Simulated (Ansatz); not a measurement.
CdTe, DFT, PBEsol, all-electron LAPW, scalar-relativistic (Ansatz 0.2.0), run on 1 thread of Arm Neoverse V1 on a shared host.

Structure from Materials Project entry mp-1066480 (possibly hypothetical), not relaxed further. The listed cell was then made from it by scaling, straining or moving an atom.

Command: `ansatz run input.yaml --threads 1 --pin off --max-ram 6144MiB --backend cpu --events-out ev --progress --plain --runs-dir out`

```yaml
crystal:
  lattice:
    - [3.065291, -3.094609, 0.0]
    - [3.065291, 3.094609, 0.0]
    - [0.0, 0.0, 5.90793244]
  atoms:
    - { symbol: Cd, position: [0.27703, 0.72297, 0.75] }
    - { symbol: Cd, position: [0.72297, 0.27703, 0.25] }
    - { symbol: Te, position: [0.766137, 0.233863, 0.75] }
    - { symbol: Te, position: [0.233863, 0.766137, 0.25] }
kpoints:
  mp_grid: { grid: [9, 9, 6] }
  band_path:
    path:
      - [0.0, 0.0, 0.0]
      - [-0.5, 0.5, 0.0]
      - [-0.4952854913, 0.5047145087, 0.0]
      - [0.4952854913, 0.4952854913, 0.0]
      - [0.0, 0.0, 0.0]
      - [0.0, 0.0, 0.5]
      - [0.4952854913, 0.4952854913, 0.5]
      - [-0.4952854913, 0.5047145087, 0.5]
      - [-0.5, 0.5, 0.5]
    npoints: 5
scf:
  occupations: { method: fermi_dirac, width: 0.05 }
hamiltonian:
  xc: pbesol
  pseudopotentials: { kind: all_electron, lapw: { basis_error: 0.001 } }
output:
  forces: true
  stress: true
  eigenvalues: true
```

Q: How large is the problem that the program sets up?

A: 100 irreducible k-points, 839 plane waves at Γ, 53 bands.

Q: Estimate the wall time and the peak memory.

A: 2.2 min of wall time for 7 SCF iterations, with a peak of 0.93 GiB. Times on shared machines scatter by tens of per cent.
